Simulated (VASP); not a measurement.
Ta2C: relaxation of cell and atoms with PBEsol

The system is Ta2C.

```
Ta C
1.0
     3.10590    0.00000    0.00000
    -1.55295    2.68979    0.00000
     0.00000    0.00000    4.94640
Ta C
2 1
Cartesian
  0.0000 1.7932 1.2465
  1.5530 0.8966 3.6999
  0.0000 0.0000 0.0000
```

```json
{
 "Program": "VASP 6.6.1",
 "Task": "relaxation of cell and atoms",
 "Functional": "PBEsol",
 "Potentials or basis": "VASP PAW PBE potentials, release 64 (Ta_pv, C)",
 "Cutoff": "600 eV",
 "k mesh": "15 × 15 × 8",
 "Occupations": "gaussian, width 0.1 eV",
 "Spin": "no spin polarisation",
 "Dipole correction": "no",
 "Further INCAR settings": "ALGO = Fast; EDIFF = 1e-07; IBRION = 2; EDIFFG = -0.005; NSW = 100; ISIF = 3"
}
```

| Item | Value |
| --- | --- |
| Relaxed volume | 13.63 Å³/atom |
| Relaxed cell | a = 3.096 Å, b = 3.096 Å, c = 4.924 Å, α = 90.00°, β = 90.00°, γ = 120.00° |
| Space group after relaxing (to 0.05 Å) | P-3m1 (No. 164) |
| Energy gained by relaxing | 1.5 meV/atom |
| Ionic steps | 5 |
| Pressure after relaxing | 0.0 GPa |
| Band gap on the k mesh | none (metal or under the smearing width) |

Step by step:
```tsv
step	energy change (eV)	largest force (eV/Å)	pressure (GPa)	volume (Å³)
1	0.0000	0.0932	-2.66	41.32
2	0.0156	0.2585	7.02	39.97
3	-0.0037	0.1451	0.15	40.91
4	-0.0043	0.0513	-0.05	40.87
5	-0.0044	0.0009	0.00	40.88
```

Final structure:
```
Ta C
1.0
     3.09634    0.00000    0.00000
    -1.54817    2.68151    0.00000
     0.00000    0.00000    4.92391
Ta C
2 1
Cartesian
  0.0000 1.7877 1.2470
  1.5482 0.8938 3.6769
  0.0000 0.0000 0.0000
```

Levels at points of the mesh, in eV from the Fermi level:
```
           k point  band 9  band 10  band 11  band 12  band 13  band 14  band 15  band 16  band 17
(0.00, 0.00, 0.00)   -3.59    -3.59    -2.99    -0.01     0.51     0.51     1.14     1.14     2.38
(0.00, 0.00, 0.50)   -3.84    -3.84    -1.84    -1.53    -0.29    -0.29     2.99     2.99     3.51
```

Run time: 4.3 min on 1 thread of Intel(R) Xeon(R) 6975P-C (Granite Rapids), on a shared host, peak memory 0.31 GiB.

Caveat: the PAW data sets were made with another functional, which shifts forces and pressure a little. The run has no spin-orbit coupling, so splittings on Ta are missing.
